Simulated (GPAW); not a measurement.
Input of a GPAW 26.7.0 run:

The input run.py:

```python
from ase import Atoms
from ase.dft.bandgap import bandgap
from ase.io import write
from ase.units import GPa
from gpaw import GPAW, PW

atoms = Atoms(['Ta', 'N'],
              cell=[[2.938, 0.0, 0.0],
                    [-1.469, 2.5443826363, 0.0],
                    [0.0, 0.0, 2.883]],
              scaled_positions=[[0.0, 0.0, 0.5],
                                [0.6666666667, 0.3333333333, 0.0]],
              pbc=True)

calc = GPAW(mode=PW(800),
            xc='LDA',
            kpts={'size': (8, 8, 7), 'gamma': True},
            occupations={'name': 'fermi-dirac', 'width': 0.05},
            nbands=19,
            convergence={'density': 1e-05, 'energy': 1e-05},
            maxiter=150,
            txt='gpaw.txt')
atoms.calc = calc
energy = atoms.get_potential_energy()
forces = atoms.get_forces()
stress = atoms.get_stress()
calc.write('gs.gpw')
write('result.traj', atoms)
print(f'Energy: {energy:.6f} eV')
print('Forces (eV/A):')
print(forces.round(4))
print('Stress (GPa):', (stress / GPa).round(3))
print('Fermi level:', round(calc.get_fermi_level(), 4), 'eV')
print(f'Gap: {bandgap(calc)[0]:.4f} eV, direct: {bandgap(calc, direct=True)[0]:.4f} eV')

path = atoms.cell.bandpath('GMKGALHA,LM,KH', npoints=100, eps=1e-4)
bs_calc = calc.fixed_density(kpts=path, symmetry='off', nbands=28,
                             convergence={'bands': 'CBM+6.0', 'eigenstates': 1e-6}, txt='bands.txt')
bs = bs_calc.band_structure()
bs.write('bs.json')
print(f'Gap on the path: {bandgap(bs_calc)[0]:.4f} eV')
```

Potentials or basis: the program's PAW data sets (release 1.2.1) made for this functional, pw.

The run is started by

```bash
$ OMP_NUM_THREADS=1 python run.py
```

Task: Predict the pressure.

Result: -13.0 GPa.

Task: Predict the band gap along the path.

Result: None (metal or under the smearing width).

Levels at the corners of the path, in eV from the Fermi level:
| point | band 6 | band 7 | band 8 | band 9 | band 10 | band 11 | band 12 | band 13 |
| --- | --- | --- | --- | --- | --- | --- | --- | --- |
| Γ | -4.63 | -4.63 | -4.26 | -3.00 | 2.25 | 3.47 | 3.47 | 3.81 |
| M | -8.33 | -5.28 | -3.55 | -3.25 | 2.83 | 3.92 | 5.05 | 5.16 |
| K | -7.63 | -5.77 | -5.25 | 0.05 | 0.91 | 1.46 | 2.40 | 7.37 |
| Γ | -4.63 | -4.63 | -4.26 | -3.00 | 2.25 | 3.47 | 3.47 | 3.81 |
| A | -9.39 | -3.84 | -3.84 | -0.20 | -0.20 | 2.33 | 3.16 | 3.16 |
| L | -7.38 | -6.24 | -5.77 | -0.39 | 4.07 | 5.21 | 5.93 | 6.91 |
| H | -8.30 | -6.61 | -3.95 | -0.42 | 4.35 | 4.93 | 6.57 | 7.40 |
| A | -9.39 | -3.84 | -3.84 | -0.20 | -0.20 | 2.33 | 3.16 | 3.16 |
| L | -7.38 | -6.24 | -5.77 | -0.39 | 4.07 | 5.21 | 5.93 | 6.91 |
| M | -8.33 | -5.28 | -3.55 | -3.25 | 2.83 | 3.92 | 5.05 | 5.16 |
| K | -7.63 | -5.77 | -5.25 | 0.05 | 0.91 | 1.46 | 2.40 | 7.37 |
| H | -8.30 | -6.61 | -3.95 | -0.42 | 4.35 | 4.93 | 6.57 | 7.40 |

Caveat: spin-orbit coupling is left out, which moves the levels of the heavy elements.
